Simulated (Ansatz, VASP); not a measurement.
## BN: VASP beside Ansatz

```
B N
1.0
     0.00000    1.81300    1.81300
     1.81300    0.00000    1.81300
     1.81300    1.81300    0.00000
B N
1 1
Cartesian
  0.0000 0.0000 0.0000
  2.6762 2.7628 2.7628
```

Change from the starting cell: all N atoms moved -0.075 Å, as atom 2 towards its neighbour atom 1 (B) at 1.570 Å.

Alike in both runs: task single point; functional PBE; k mesh 12 × 12 × 12; occupations gaussian, width 0.05 eV; no spin polarisation.

|  | VASP | Ansatz |
| --- | --- | --- |
| version | VASP 6.6.1 | Ansatz 0.2.0 |
| potentials or method | VASP PAW PBE potentials, release 64 (B, N) | scalar-relativistic, plane waves, PAW |
| plane-wave cutoff (eV) | 520 | 420 |
| valence electrons in the cell | 8 | 8 |

```tsv
	VASP	Ansatz	Ansatz less VASP
gap on the k mesh at the Fermi level (eV)	3.71	3.73	+0.012
least direct gap on the mesh (eV)	7.58	7.59	+0.006
pressure (GPa)	1.2	1.0	-0.23
largest component of the traceless stress (GPa)	0.29	0.40	+0.105
rms of the force components (eV/Å)	0.851	0.846	-0.0049
```

Atom by atom the forces differ by 0.005 eV/Å (rms over components).

Caveats: forces of over 1 eV/Å show positions far from the minimum, so gaps and moduli don't describe the material at rest. A k mesh can miss the band edges.
